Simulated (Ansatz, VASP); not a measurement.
Ni: VASP beside Ansatz

File INCAR:

```
SYSTEM = Ni
ALGO = Fast
EDIFF = 1E-7
ENCUT = 520
GGA = CA
ISIF = 2
ISMEAR = -1
ISPIN = 2
LASPH = .True.
LCHARG = .False.
LMAXMIX = 4
LORBIT = 11
LREAL = .False.
LWAVE = .False.
MAGMOM = 1 1
NBANDS = 21
NELM = 150
PREC = Accurate
SIGMA = 0.05
```

File KPOINTS:

```
k-points
0
Gamma
  12 12 7
  0 0 0
```

Contents of POSCAR:

```
Ni
1.0
    2.4315927189      0.0000000000      0.0000000000
   -1.2157963594      2.1058210663      0.0000000000
    0.0000000000      0.0000000000      4.0454724674
Ni
2
Direct
    0.6666666667      0.3333333333      0.7500000000
    0.3333333333      0.6666666667      0.2500000000
```

Contents of input.yaml:

```yaml
crystal:
  lattice:
    - [2.4315927189, 0.0, 0.0]
    - [-1.2157963594, 2.1058210663, 0.0]
    - [0.0, 0.0, 4.0454724674]
  atoms:
    - { symbol: Ni, position: [0.6666666667, 0.3333333333, 0.75], spin: 1.0 }
    - { symbol: Ni, position: [0.3333333333, 0.6666666667, 0.25], spin: 1.0 }
kpoints:
  mp_grid: { grid: [12, 12, 7] }
scf:
  occupations: { method: fermi_dirac, width: 0.05 }
hamiltonian:
  xc: lda
  pseudopotentials: { kind: all_electron, lapw: { basis_error: 0.001 } }
magnetization:
  spin_polarized: true
output:
  forces: true
  stress: true
  eigenvalues: true
```

Change from the starting cell: volume scaled by 0.98.

Alike in both runs: task single point; functional LDA; k mesh 12 × 12 × 7; occupations fermi-dirac, width 0.05 eV; collinear spin.

|  | VASP | Ansatz |
| --- | --- | --- |
| version | VASP 6.6.1 | Ansatz 0.2.0 |
| potentials or method | VASP PAW LDA potentials, release 64 (Ni) | all-electron LAPW, scalar-relativistic |
| plane-wave cutoff (eV) | 520 | see its input |

|  | VASP | Ansatz | Ansatz less VASP |
| --- | --- | --- | --- |
| gap on the k mesh at the Fermi level (eV) | none | none | - |
| pressure (GPa) | -6.9 | -6.8 | +0.07 |
| largest component of the traceless stress (GPa) | 2.25 | 2.49 | +0.246 |
| net moment per atom (μB) | 0.57 | 0.61 | +0.037 |
| size of the moment on the site where the two differ most (μB) | 0.57 | 0.63 | +0.054 |

Site moments also hang on the region over which each program counts them. A gap of «none» marks a metal or a gap that the smearing closes. Ansatz ran all-electron here, so the differences hold the error of VASP's frozen core and of both bases.
